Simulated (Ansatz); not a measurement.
An input for Ansatz 0.2.0 (SnH (chair-type functionalised monolayer)):

```yaml
crystal:
  lattice:
    - [4.6321156755, 0.0, 0.0]
    - [-2.3160578378, 4.0115298483, 0.0]
    - [0.0, 0.0, 31.8]
  atoms:
    - { symbol: Sn, position: [0.3333333333, 0.6666666667, 0.5129995773] }
    - { symbol: Sn, position: [0.6666666667, 0.3333333333, 0.4870004227] }
    - { symbol: H, position: [0.3333333333, 0.6666666667, 0.5673340556] }
    - { symbol: H, position: [0.6666666667, 0.3333333333, 0.4326659444] }
  periodic: [true, true, false]
kpoints:
  mp_grid: { grid: [6, 6, 1] }
hamiltonian:
  xc: pbesol
  pseudopotentials: { kind: paw, azcp: { folder: soft_1 }, xc_functional: pbe }
scf:
  occupations: { method: fixed }
gw:
  n_empty_bands: 532
  ecut_chi: 54.0
  qp_bands: [v2, c2]
  qp_kpoints: band_edges
  screening: { model: contour_deformation }
```

```sh
ansatz run input.yaml --threads 8 --pin off --max-ram 17510MiB --backend cpu --events-out ev --progress --plain --runs-dir out
```

Question: Estimate wall time and host memory on 8 threads of Arm Neoverse V1, shared host.

It took 2.2 min; on shared hardware allow 67 s to 4.4 min. Peak host memory was 7.9 GiB. The sizes that set the cost: 11597 plane waves a state, 7 irreducible k points, 547 bands summed, 537 plane waves in the screening and 7 SCF cycles.

The screening grows as filled bands × empty bands × pairs of k points, times the square of the screening basis for the matrix.

[Paths, hosts, dates, memory and timing lines, banners, echoed tables and standing remarks are left out of the program output.]

[Logs are printed without paths, hosts, clocks, repeated set-up lines and the standing remarks that a program may print on its own settings, such as how far it seeks lower states.]

[Runs of the session that timed out or met a known fault of the program may be left out.]

[Cells called generated may have been cut or substituted from an entry of the Crystallography Open Database or the Materials Project.]

[Hosts, paths, dates, database ids (printed as entryN), source tags and the programs' standing remarks are cut or masked in the printed files.]
